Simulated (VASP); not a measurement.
# Os (P6_3/mmc) in VASP: notebook, part 2 of 2

VASP 6.6.1. The steps go on from the part before.

## (5) Relaxation of cell and atoms, RPBE+D3(BJ)

Contents of INCAR:

```
SYSTEM = Os
PREC = Accurate
ENCUT = 600
EDIFF = 1E-7
ISMEAR = -1
SIGMA = 0.05
LREAL = .FALSE.
LASPH = .TRUE.
NELM = 100
ALGO = Normal
ISIF = 3
LWAVE = .FALSE.
LCHARG = .FALSE.
GGA = RP
IVDW = 12
IBRION = 2
NSW = 40
EDIFFG = -0.02
```

Contents of KPOINTS:

```
Automatic mesh
0
G
  11 11 6
  0 0 0
```

Contents of POSCAR:

```
Os
1.0
    2.7341000000      0.0000000000      0.0000000000
   -1.3670500000      2.3678000565      0.0000000000
    0.0000000000      0.0000000000      4.3197000000
Os
2
Direct
    0.6666666667      0.3333333333      0.7500000000
    0.3333333333      0.6666666667      0.2500000000
```

Potentials or basis: VASP PAW PBE potentials, release 64 (Os).

Run with:

```
> cat potpaw_PBE.64/Os/POTCAR > POTCAR
> mpirun -np 1 vasp_std > vasp.out
```

OUTCAR:

```text
SYSTEM = Os
   PREC = Accurate
   ENCUT = 600
   EDIFF = 1E-7
   ISMEAR = -1
   LREAL = .FALSE.
   LASPH = .TRUE.
   NELM = 100
   ISIF = 3
   GGA = RP
   IVDW = 12
   IBRION = 2
   NSW = 40
   EDIFFG = -0.02
 IVDW          = 12

 ion  position               nearest neighbor table
   1  0.667  0.333  0.750-   2 2.68   2 2.68   2 2.68   2 2.68   2 2.68   2 2.68
   2  0.333  0.667  0.250-   1 2.68   1 2.68   1 2.68   1 2.68   1 2.68   1 2.68

  LATTYP: Found a hexagonal cell.
 ALAT       =     2.7341000000
 C/A-ratio  =     1.5799348963

  Lattice vectors:

 A1 = (   2.7341000000,   0.0000000000,   0.0000000000)
 A2 = (  -1.3670500000,   2.3678000565,   0.0000000000)
 A3 = (   0.0000000000,   0.0000000000,   4.3197000000)

Analysis of symmetry for initial positions (statically):
=====================================================================
 Subroutine PRICEL returns:
 Original cell was already a primitive cell.

 Routine SETGRP: Setting up the symmetry group for a
 hexagonal supercell.

 Subroutine GETGRP returns: Found 24 space group operations
 (whereof 12 operations were pure point group operations)
 out of a pool of 24 trial point group operations.

The static configuration has the point symmetry D_3d.
 The point group associated with its full space group is D_6h.

Analysis of symmetry for dynamics (positions and initial velocities):
=====================================================================
 Subroutine PRICEL returns:
 Original cell was already a primitive cell.

 Routine SETGRP: Setting up the symmetry group for a
 hexagonal supercell.

 Subroutine GETGRP returns: Found 24 space group operations
 (whereof 12 operations were pure point group operations)
 out of a pool of 24 trial point group operations.

The dynamic configuration has the point symmetry D_3d.
 The point group associated with its full space group is D_6h.

 Subroutine INISYM returns: Found 24 space group operations
 (whereof 12 operations are pure point group operations),
 and found     1 'primitive' translations

[... 120 lines left out ...]
   LHFCALC =     F    Hartree Fock is set to
   AEXX    =    0.0000 exact exchange contribution
   IVDW    =    12    specifies the selected vdW correction
   LEPSILON=     F    determine dielectric tensor
   LRPA    =     F    only Hartree local field effects (RPA)
 conjugate gradient relaxation of ions
 non-spin polarized calculation
  energy-cutoff  :      600.00
  volume of cell :       27.96
 maximum number of plane-waves:       965
 NGX is ok and might be reduce to    24
   NGX = 11   NGY = 11   NGZ = 17

--------------------------------------- Ionic step        1  -------------------------------------------

 number of electron      16.0000001 magnetization

 Free energy of the ion-electron system (eV)
  ---------------------------------------------------
  ext. energy  EPLUGINS =         0.00000000
  ---------------------------------------------------
  free energy    TOTEN  =       -21.16283663 eV

  energy without entropy =      -21.14963808  energy(sigma->0) =      -21.15623735

 E-fermi :   9.5032     XC(G=0): -14.0317

 val. band max:        9.4800619865   @ k =   0.0909   0.0000   0.3333
 cond. band min:       9.5630484405   @ k =   0.3636   0.0909   0.3333
 fundamental gap:      0.0829864540
 Fermi energy:         9.5032245558

 k-point     1 :       0.0000    0.0000    0.0000
  band No.  band energies     occupation
      1      -1.3872      2.00000
      2       1.7597      2.00000
      3       6.4971      2.00000
      4       6.4971      2.00000
      5       6.7489      2.00000
      6       7.3390      2.00000
      7       7.3390      2.00000
      8       7.9855      2.00000
      9       7.9855      2.00000
     10       9.5650      0.45043
     11      11.2345      0.00000
     12      11.2345      0.00000
[... 458 lines left out ...]
  FREE ENERGIE OF THE ION-ELECTRON SYSTEM (eV)
  ---------------------------------------------------
  free  energy   TOTEN  =       -29.5834877153 eV

  energy  without entropy=      -29.5715084965  energy(sigma->0) =      -29.57749811

[... ionic steps 4 to 7 ...]

--------------------------------------- Ionic step        8  -------------------------------------------

 number of electron      16.0000000 magnetization

------------------------ aborting loop because EDIFF is reached ----------------------------------------
[... 75 lines left out ...]
--------------------------------------- Ionic step       10  -------------------------------------------

 number of electron      16.0000000 magnetization

 Free energy of the ion-electron system (eV)
  ---------------------------------------------------
  ext. energy  EPLUGINS =         0.00000000
  ---------------------------------------------------
  free energy    TOTEN  =       -20.78181642 eV

  energy without entropy =      -20.76980412  energy(sigma->0) =      -20.77581027

 E-fermi :  10.6497     XC(G=0): -14.4599

 val. band max:       10.6454612476   @ k =   0.3636  -0.0000   0.3333
 cond. band min:      10.6781211857   @ k =   0.0000   0.0000   0.0000
 fundamental gap:      0.0326599381
 Fermi energy:        10.6496803104

 k-point     1 :       0.0000    0.0000    0.0000
  band No.  band energies     occupation
      1      -0.9164      2.00000
      2       2.1734      2.00000
      3       7.2944      2.00000
      4       7.2944      2.00000
      5       7.5158      2.00000
      6       8.2303      2.00000
      7       8.2303      2.00000
      8       9.0097      2.00000
      9       9.0097      2.00000
     10      10.6781      0.72302
     11      12.5781      0.00000
     12      12.5781      0.00000
[... 378 lines left out ...]
  FREE ENERGIE OF THE ION-ELECTRON SYSTEM (eV)
  ---------------------------------------------------
  free  energy   TOTEN  =       -29.5915363016 eV

  energy  without entropy=      -29.5795239955  energy(sigma->0) =      -29.58553015

 reached required accuracy - stopping structural energy minimisation
```

CONTCAR:

```text
Os
   1.00000000000000
     2.6642950899189106   -0.0000000000000000   -0.0000000000000000
    -1.3321475449594553    2.3073472310598993   -0.0000000000000000
     0.0000000000000000   -0.0000000000000000    4.2296994805487840
  Os
     2
Direct
     0.6666666667000030    0.3333333332999970    0.7500000000000000
     0.3333333332999970    0.6666666667000030    0.2500000000000000

  0.00000000E+00  0.00000000E+00  0.00000000E+00
  0.00000000E+00  0.00000000E+00  0.00000000E+00
```

It took 89 s on 1 thread of AMD EPYC 9R45 (Zen 5), shared host; peak memory 0.16 GiB.

What came out:

- Free energy: -29.5915 eV
- Relaxed volume: 13.00 Å³/atom
- Relaxed cell: a = 2.664 Å, b = 2.664 Å, c = 4.230 Å, α = 90.00°, β = 90.00°, γ = 120.00°
- Space group after relaxing (to 0.05 Å): P6_3/mmc (No. 194)
- Energy gained by relaxing: 108.5 meV/atom
- Ionic steps: 10
- Pressure after relaxing: 0.0 GPa
- Band gap on the k mesh: none (metal or under the smearing width)
- Dispersion energy per atom: -4.405 eV

Step by step:
| step | energy change (eV) | largest force (eV/Å) | pressure (GPa) | volume (Å³) |
| --- | --- | --- | --- | --- |
| 1 | 0.0000 | 0.0000 | -32.96 | 27.96 |
| 2 | 8.2583 | 0.0000 | 467.80 | 17.86 |
| 3 | -0.2089 | 0.0000 | -6.79 | 26.35 |
| 4 | -0.2151 | 0.0000 | -2.83 | 26.15 |
| 5 | -0.2163 | 0.0000 | 0.06 | 26.00 |
| 6 | -0.2162 | 0.0000 | -0.73 | 26.04 |
| 7 | -0.2155 | 0.0000 | -0.65 | 26.03 |
| 8 | -0.2169 | 0.0000 | -0.71 | 26.04 |
| 9 | -0.2159 | 0.0000 | 2.63 | 25.88 |
| 10 | -0.2169 | 0.0000 | 0.03 | 26.00 |

Final structure:
```
CELL_PARAMETERS angstrom
2.66430 0.00000 0.00000
-1.33215 2.30735 0.00000
0.00000 0.00000 4.22970
ATOMIC_POSITIONS crystal
Os 0.66667 0.33333 0.75000
Os 0.33333 0.66667 0.25000
```

Caveat: the PAW data sets were made with another functional, which shifts forces and pressure a little; pairwise dispersion overbinds metals, which lowers pressure and volume.

## (6) Relaxation of cell and atoms, RPBE+D4

Contents of INCAR:

```
SYSTEM = Os
ALGO     = Fast           ! electronic algorithm
EDIFF    = 1E-6           ! SCF threshold, eV
EDIFFG   = -0.01          ! ionic threshold
ENCUT    = 600            ! plane-wave cutoff, eV
GGA      = RP             ! functional
IBRION   = 2              ! ionic algorithm
ISIF     = 3              ! what is computed and relaxed
ISMEAR   = -1             ! smearing method
IVDW     = 13             ! dispersion correction
LASPH    = .True.         ! aspherical terms in the spheres
LCHARG   = .False.        ! write CHGCAR
LREAL    = .False.        ! projectors in reciprocal space
LWAVE    = .False.        ! write WAVECAR
NELM     = 60             ! most SCF steps
NSW      = 40             ! ionic steps
PREC     = Accurate       ! precision mode
SIGMA    = 0.05           ! smearing width, eV
```

Contents of KPOINTS:

```
k-points
0
Gamma
  11 11 6
  0 0 0
```

POSCAR is that of step 5.

Potentials or basis: VASP PAW PBE potentials, release 64 (Os).

Run with:

```
> cat potpaw_PBE.64/Os/POTCAR > POTCAR
> mpirun -np 1 vasp_std > vasp.out
```

Run time: 52 s. Hardware: 1 thread of AMD EPYC 9R45 (Zen 5), shared host; peak memory 0.14 GiB.

It converged, with:

| Quantity | Value |
| --- | --- |
| Free energy | -23.6451 eV |
| Relaxed volume | 13.95 Å³/atom |
| Relaxed cell | a = 2.732 Å, b = 2.732 Å, c = 4.319 Å, α = 90.00°, β = 90.00°, γ = 120.00° |
| Space group after relaxing (to 0.05 Å) | P6_3/mmc (No. 194) |
| Energy gained by relaxing | 0.1 meV/atom |
| Ionic steps | 6 |
| Pressure after relaxing | 0.0 GPa |
| Band gap on the k mesh | none (metal or under the smearing width) |
| Dispersion energy per atom | -1.243 eV |

Step by step:
| step | energy change (eV) | largest force (eV/Å) | pressure (GPa) | volume (Å³) |
| --- | --- | --- | --- | --- |
| 1 | 0.0000 | 0.0000 | -0.97 | 27.96 |
| 2 | 0.0037 | 0.0000 | 4.49 | 27.62 |
| 3 | -0.0002 | 0.0000 | 0.10 | 27.90 |
| 4 | -0.0002 | 0.0000 | 0.02 | 27.91 |
| 5 | -0.0002 | 0.0000 | -0.03 | 27.91 |
| 6 | -0.0002 | 0.0000 | 0.00 | 27.91 |

Final structure:
```cif
data_structure
_symmetry_space_group_name_H-M 'P 1'
_symmetry_Int_Tables_number 1
_cell_length_a 2.7316
_cell_length_b 2.7316
_cell_length_c 4.3188
_cell_angle_alpha 90.000
_cell_angle_beta 90.000
_cell_angle_gamma 120.000
_cell_volume 27.91
loop_
_atom_site_label
_atom_site_type_symbol
_atom_site_fract_x
_atom_site_fract_y
_atom_site_fract_z
_atom_site_occupancy
Os1 Os 0.66667 0.33333 0.75000 1
Os2 Os 0.33333 0.66667 0.25000 1
```

Levels at points of the mesh, in eV from the Fermi level:
```csv
k point,band 4,band 5,band 6,band 7,band 8,band 9,band 10,band 11,band 12
"(0.00, 0.00, 0.00)",-3.01,-2.77,-2.17,-2.17,-1.52,-1.52,0.05,1.74,1.74
"(0.00, 0.00, 0.50)",-3.54,-3.21,-3.21,-3.21,-3.21,0.94,0.94,0.94,0.94
```

Caveat: the PAW data sets were made with another functional, which shifts forces and pressure a little; pairwise dispersion overbinds metals, which lowers pressure and volume.

## (7) Overview

| task | level | cell | cutoff (eV) | smearing | gap on the mesh (eV) | pressure (GPa) | relaxed volume (Å³/atom) |
| --- | --- | --- | --- | --- | --- | --- | --- |
| single point | PBE | as given | 520 | gaussian 0.018 eV | none | 8.8 | - |
| single point | PBE | as given | 520 | gaussian 0.028 eV | none | 8.8 | - |
| relaxation of cell and atoms | RPBE+D3 | relaxed | 600 | fermi-dirac 0.05 eV | none | 0.0 | 14.01 |
| relaxation of cell and atoms | RPBE+D3(BJ) | relaxed | 600 | fermi-dirac 0.05 eV | none | 0.0 | 13.00 |
| relaxation of cell and atoms | RPBE+D4 | relaxed | 600 | fermi-dirac 0.05 eV | none | 0.0 | 13.95 |

Alike in all rows: potentials or basis VASP PAW PBE potentials, release 64 (Os); no spin polarisation; k mesh 11 × 11 × 6.

Caveats: the PAW data sets were made with another functional, which shifts forces and pressure a little (some runs); pairwise dispersion overbinds metals, which lowers pressure and volume (some runs).

Absolute energies hang on the potentials; compare differences alone.
